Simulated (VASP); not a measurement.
Ga:

```
Ga
1.0
    -1.38440    1.38440    2.31122
     1.38440   -1.38440    2.31122
     1.38440    1.38440   -2.31122
Ga
1
Cartesian
  0.0000 0.0000 0.0000
```

This isn't the form of Ga at room conditions, which is orthorhombic.

| Item | Value |
| --- | --- |
| Program | VASP 6.6.1 |
| Task | single point |
| Functional | PBEsol |
| Potentials or basis | VASP PAW PBE potentials, release 64 (Ga_d) |
| Cutoff | 520 eV |
| k mesh | 13 × 13 × 13 |
| Occupations | fermi-dirac, width 0.05 eV |
| Spin | no spin polarisation |

On this cell: pressure -0.2 GPa; band gap on the k mesh none (metal or under the smearing width).

The same run follows on a disturbed copy (cell strained at random at fixed volume):

```
CELL_PARAMETERS angstrom
-1.34574 1.36748 2.27974
1.38532 -1.38141 2.31180
1.38426 1.41993 -2.28809
ATOMIC_POSITIONS crystal
Ga 0.00017 0.01188 0.01187
```

Question: What does the disturbed cell give?

Answer: The energy (extrapolated to zero smearing) moves by +0.4 meV/atom; pressure -0.1 GPa; band gap on the k mesh none (metal or under the smearing width).

Stress tensor (GPa, compression positive):
```
 0.14  0.16 -0.01
 0.16  0.01 -0.14
-0.01 -0.14 -0.37
```

Caveats: the PAW data sets were made with another functional, which shifts forces and pressure a little.
